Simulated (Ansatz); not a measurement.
# Co in Ansatz: the effect of target pressure

The system is Co.

```
CELL_PARAMETERS angstrom
2.47200 0.00000 0.00000
-1.23600 2.14081 0.00000
0.00000 0.00000 4.02114
ATOMIC_POSITIONS crystal
Co 0.66667 0.33333 0.75000
Co 0.33333 0.66667 0.25000
```

Alike in all runs:

| Quantity | Value |
| --- | --- |
| Program | Ansatz 0.2.0 |
| Task | relaxation of cell and atoms |
| Functional | PBE |
| Potentials or basis | all-electron LAPW, scalar-relativistic |
| Basis error allowed | 0.001 eV/atom |
| k mesh | 12 × 12 × 7 |
| Occupations | fermi-dirac, width 0.05 eV |
| Spin | collinear spin, ferromagnetic start |
| Starting moments | [2.0, 2.0] μB |

Each run relaxes the cell or the atoms first.

Task: One run gave: relaxed volume 10.03 Å³/atom; moment 3.05 μB. Which target pressure did it use?
A. 30 GPa
B. 10 GPa
C. 20 GPa
D. 5 GPa
E. 0 GPa

Result: C.

```csv
target pressure,relaxed volume (Å³/atom),moment (μB)
0 GPa,10.87,3.25
5 GPa,10.62,3.21
10 GPa,10.41,3.16
20 GPa,10.03,3.05
30 GPa,9.72,3.00
```
